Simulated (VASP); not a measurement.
# TiO2 in VASP: single point with LDA

Aim: the single point of TiO2 with LDA.

Program: VASP 6.6.1. These are calculated values, not measurements. Logs are shortened: lines on timing, memory, paths and dates and some standing lists are left out, and cuts for length are marked.

### Step 1. The structure

The cell holds a slab with vacuum, 30 atoms: a = 2.922 Å, b = 6.438 Å, c = 30.402 Å, α = 90.00°, β = 90.00°, γ = 90.00°.

### Step 2. Single point, LDA

File INCAR:

```
SYSTEM = TiO2
PREC = Accurate ; ENCUT = 520
EDIFF = 1E-6 ; ISMEAR = 0
SIGMA = 0.03 ; LREAL = Auto
LASPH = .TRUE. ; NELM = 80
ALGO = Fast ; ISIF = 2
LWAVE = .FALSE. ; LCHARG = .FALSE.
LDIPOL = .TRUE. ; IDIPOL = 3
DIPOL = 0.5 0.5 0.500 ; GGA = CA
LVHAR = .TRUE. ; LVACPOTAV = .TRUE.
ICORELEVEL = 1 ; LUSENCCL = .FALSE.
```

File KPOINTS:

```
Automatic mesh
0
G
  9 4 1
  0 0 0
```

File POSCAR:

```
TiO2
1.0
    2.9219800000      0.0000000000      0.0000000000
    0.0000000000      6.4378876300      0.0000000000
    0.0000000000      0.0000000000     30.4016418500
O Ti
20 10
Direct
    0.0000000000      0.0000000000      0.2466972000
    0.5000000000      0.3038280000      0.2882388200
    0.5000000000      0.6961720000      0.2882388200
    0.0000000000      0.0000000000      0.3297804300
    0.0000000000      0.5000000000      0.3525777900
    0.5000000000      0.8038280000      0.3941194100
    0.5000000000      0.1961720000      0.3941194100
    0.0000000000      0.5000000000      0.4356610200
    0.0000000000      0.0000000000      0.4584583900
    0.5000000000      0.3038280000      0.5000000000
    0.5000000000      0.6961720000      0.5000000000
    0.0000000000      0.0000000000      0.5415416100
    0.0000000000      0.5000000000      0.5643389800
    0.5000000000      0.8038280000      0.6058805900
    0.5000000000      0.1961720000      0.6058805900
    0.0000000000      0.5000000000      0.6474222100
    0.0000000000      0.0000000000      0.6702195700
    0.5000000000      0.3038280000      0.7117611800
    0.5000000000      0.6961720000      0.7117611800
    0.0000000000      0.0000000000      0.7533028000
    0.0000000000      0.5000000000      0.2882388200
    0.5000000000      0.0000000000      0.2882388200
    0.0000000000      0.0000000000      0.3941194100
    0.5000000000      0.5000000000      0.3941194100
    0.0000000000      0.5000000000      0.5000000000
    0.5000000000      0.0000000000      0.5000000000
    0.0000000000      0.0000000000      0.6058805900
    0.5000000000      0.5000000000      0.6058805900
    0.0000000000      0.5000000000      0.7117611800
    0.5000000000      0.0000000000      0.7117611800
```

Potentials or basis: VASP PAW LDA potentials, release 64 (O, Ti_sv).

Run with:

```console
> cat potpaw_LDA.64/O/POTCAR potpaw_LDA.64/Ti_sv/POTCAR > POTCAR
> mpirun -np 1 vasp_std > vasp.out
```

OUTCAR:

```text
SYSTEM = TiO2
   PREC = Accurate
   ENCUT = 520
   EDIFF = 1E-6
   ISMEAR = 0
   LREAL = Auto
   LASPH = .TRUE.
   NELM = 80
   ISIF = 2
   GGA = CA

 ion  position               nearest neighbor table
   1  0.000  0.000  0.247-  22 1.93  22 1.93
   2  0.500  0.304  0.288-  21 1.93  21 1.93  22 1.96
   3  0.500  0.696  0.288-  21 1.93  21 1.93  22 1.96
   4  0.000  0.000  0.330-  22 1.93  22 1.93  23 1.96
   5  0.000  0.500  0.353-  24 1.93  24 1.93  21 1.96
   6  0.500  0.804  0.394-  23 1.93  23 1.93  24 1.96
   7  0.500  0.196  0.394-  23 1.93  23 1.93  24 1.96
[... 10 lines left out ...]
  18  0.500  0.304  0.712-  29 1.93  29 1.93  30 1.96
  19  0.500  0.696  0.712-  29 1.93  29 1.93  30 1.96
  20  0.000  0.000  0.753-  30 1.93  30 1.93
  21  0.000  0.500  0.288-   2 1.93   3 1.93   2 1.93   3 1.93   5 1.96
  22  0.500  0.000  0.288-   4 1.93   4 1.93   1 1.93   1 1.93   3 1.96   2 1.96
  23  0.000  0.000  0.394-   6 1.93   7 1.93   6 1.93   7 1.93   9 1.96   4 1.96
  24  0.500  0.500  0.394-   8 1.93   8 1.93   5 1.93   5 1.93   7 1.96   6 1.96
  25  0.000  0.500  0.500-  10 1.93  11 1.93  10 1.93  11 1.93   8 1.96  13 1.96
  26  0.500  0.000  0.500-   9 1.93  12 1.93   9 1.93  12 1.93  11 1.96  10 1.96
  27  0.000  0.000  0.606-  14 1.93  15 1.93  14 1.93  15 1.93  12 1.96  17 1.96
  28  0.500  0.500  0.606-  13 1.93  13 1.93  16 1.93  16 1.93  15 1.96  14 1.96
  29  0.000  0.500  0.712-  18 1.93  19 1.93  18 1.93  19 1.93  16 1.96
  30  0.500  0.000  0.712-  17 1.93  17 1.93  20 1.93  20 1.93  19 1.96  18 1.96

  LATTYP: Found a simple orthorhombic cell.
 ALAT       =     2.9219800000
 B/A-ratio  =     2.2032620449
 C/A-ratio  =    10.4044660983

  Lattice vectors:

 A1 = (   2.9219800000,   0.0000000000,   0.0000000000)
 A2 = (   0.0000000000,   6.4378876300,   0.0000000000)
 A3 = (   0.0000000000,   0.0000000000,  30.4016418500)

Analysis of symmetry for initial positions (statically):
=====================================================================
 Subroutine PRICEL returns:
 Original cell was already a primitive cell.

 Routine SETGRP: Setting up the symmetry group for a
 simple orthorhombic supercell.

 Subroutine GETGRP returns: Found  8 space group operations
 (whereof  8 operations were pure point group operations)
 out of a pool of  8 trial point group operations.

The static configuration has the point symmetry D_2h.

Analysis of symmetry for dynamics (positions and initial velocities):
=====================================================================
 Subroutine PRICEL returns:
 Original cell was already a primitive cell.

 Routine SETGRP: Setting up the symmetry group for a
 simple orthorhombic supercell.

 Subroutine GETGRP returns: Found  8 space group operations
 (whereof  8 operations were pure point group operations)
 out of a pool of  8 trial point group operations.
[... 177 lines left out ...]
   LRPA    =     F    only Hartree local field effects (RPA)
 non-spin polarized calculation
 RMM-DIIS sequential band-by-band and
 Gauss-broadening in eV      SIGMA  =   0.03
  energy-cutoff  :      520.00
  volume of cell :      571.90
 maximum number of plane-waves:     15532
 NGX is ok and might be reduce to    24
   NGX = 11   NGY = 23   NGZ =113

 number of electron     239.9999928 magnetization

 dipolmoment           0.000000      0.000000      0.000000 electrons x Angstroem

 Free energy of the ion-electron system (eV)
  ---------------------------------------------------
  ext. energy  EPLUGINS =         0.00000000
  ---------------------------------------------------
  free energy    TOTEN  =      -289.84829461 eV

  energy without entropy =     -289.84829461  energy(sigma->0) =     -289.84829461

 the core state eigenenergies are
   1-  1s   -499.5723
   2-  1s   -501.4659
   3-  1s   -501.4659
   4-  1s   -500.4268
   5-  1s   -501.5295
   6-  1s   -500.9917
[... 12 lines left out ...]
  19-  1s   -501.4659
  20-  1s   -499.5723
  21-  1s  -4840.4325  2s   -530.8462  2p   -439.7774
  22-  1s  -4838.4766  2s   -529.0218  2p   -437.9383
  23-  1s  -4839.4458  2s   -530.0249  2p   -438.9387
  24-  1s  -4839.7977  2s   -530.3757  2p   -439.2898
  25-  1s  -4839.6893  2s   -530.2658  2p   -439.1800
  26-  1s  -4839.5594  2s   -530.1365  2p   -439.0506
  27-  1s  -4839.4458  2s   -530.0249  2p   -438.9387
  28-  1s  -4839.7977  2s   -530.3757  2p   -439.2898
  29-  1s  -4840.4325  2s   -530.8462  2p   -439.7774
  30-  1s  -4838.4766  2s   -529.0218  2p   -437.9383

 E-fermi :  -0.4736     XC(G=0):  -6.8822

 val. band max:       -0.7389066471   @ k =   0.2222   0.5000   0.0000
 cond. band min:       0.4973077974   @ k =   0.0000   0.0000   0.0000
 fundamental gap:      1.2362144445
 Fermi energy:        -0.4736123414

 k-point     1 :       0.0000    0.0000    0.0000
  band No.  band energies     occupation
      1     -57.7059      2.00000
      2     -57.7059      2.00000
      3     -57.2403      2.00000
      4     -57.2401      2.00000
      5     -57.1308      2.00000
      6     -57.0077      2.00000
[... 2014 lines left out ...]
    131       1.6905      0.00000
    132       1.8828      0.00000
 [bands above 132 left out]

------------------------ aborting loop because EDIFF is reached ----------------------------------------

  FORCE on cell =-STRESS in cart. coord.  units (eV):
  Direction    XX          YY          ZZ          XY          YZ          ZX
  --------------------------------------------------------------------------------------
  -------------------------------------------------------------------------------------
  Total       -6.9528057      2.6643469     -7.6675080      0.0000000      0.0000000      0.0000000
  in kB      -19.4783877      7.4642073    -21.4806366      0.0000000      0.0000000      0.0000000
  external PRESSURE =     -11.1649390 kB  Pullay stress =       0.0000000 kB

 VOLUME and BASIS-vectors are now :
 -----------------------------------------------------------------------------
  energy-cutoff  :      520.00
  volume of cell :      571.90
      direct lattice vectors                 reciprocal lattice vectors
     2.921980000  0.000000000  0.000000000     0.342233691  0.000000000  0.000000000
     0.000000000  6.437887630  0.000000000     0.000000000  0.155330453  0.000000000
     0.000000000  0.000000000 30.401641850     0.000000000  0.000000000  0.032892960

 POSITION                                       TOTAL-FORCE (eV/Angst)
 -----------------------------------------------------------------------------------
      0.00000      0.00000      7.50000        -0.000000     -0.000000      2.176563
      1.46099      1.95601      8.76293        -0.000000      1.858690     -0.751856
      1.46099      4.48188      8.76293        -0.000000     -1.858690     -0.751856
      0.00000      0.00000     10.02587        -0.000000      0.000000      1.740577
      0.00000      3.21894     10.71894         0.000000      0.000000     -1.465458
      1.46099      5.17495     11.98188        -0.000000     -0.381911      0.058545
[... 22 lines left out ...]
      0.00000      3.21894     21.63871        -0.000000      0.000000     -2.867004
      1.46099      0.00000     21.63871        -0.000000      0.000000      3.686222
 -----------------------------------------------------------------------------------
    total drift:                                0.000000      0.000000     -0.000000

  FREE ENERGIE OF THE ION-ELECTRON SYSTEM (eV)
  ---------------------------------------------------
  free  energy   TOTEN  =      -289.8482946149 eV

  energy  without entropy=     -289.8482946149  energy(sigma->0) =     -289.84829461

 vacuum level on the upper side and lower side of the slab         6.674         6.674
```

Run time: 29 min. Hardware: 1 × NVIDIA H100 80GB with 1 thread of AMD EPYC 7R13 (Zen 3), shared host; peak memory 2 GiB.

What came out:

- Free energy: -289.8483 eV
- Largest force: 3.686 eV/Å
- Band gap on the k mesh: 1.24 eV, indirect (least direct gap 1.31 eV)
- Ionisation potential of the upper face: 7.41 eV

Forces on the atoms (eV/Å):
```
O    0.000  0.000  2.177
O    0.000  1.859 -0.752
O    0.000 -1.859 -0.752
O    0.000  0.000  1.741
O    0.000  0.000 -1.465
O    0.000 -0.382  0.059
O    0.000  0.382  0.059
O    0.000  0.000 -0.321
O    0.000  0.000  0.156
O    0.000  0.125  0.000
O    0.000 -0.125  0.000
O    0.000  0.000 -0.156
O    0.000  0.000  0.321
O    0.000 -0.382 -0.059
O    0.000  0.382 -0.059
O    0.000  0.000  1.465
O    0.000  0.000 -1.741
O    0.000  1.859  0.752
O    0.000 -1.859  0.752
O    0.000  0.000 -2.177
Ti   0.000  0.000  2.867
Ti   0.000  0.000 -3.686
Ti   0.000  0.000 -0.847
Ti   0.000  0.000  0.630
Ti   0.000  0.000  0.000
Ti   0.000  0.000  0.000
Ti   0.000  0.000  0.847
Ti   0.000  0.000 -0.630
Ti   0.000  0.000 -2.867
Ti   0.000  0.000  3.686
```

Core levels (eV, on the scale of the bands):
| atom | levels |
| --- | --- |
| 1 O | 1s -499.6 |
| 2 O | 1s -501.5 |
| 3 O | 1s -501.5 |
| 4 O | 1s -500.4 |
| 5 O | 1s -501.5 |
| 6 O | 1s -501.0 |
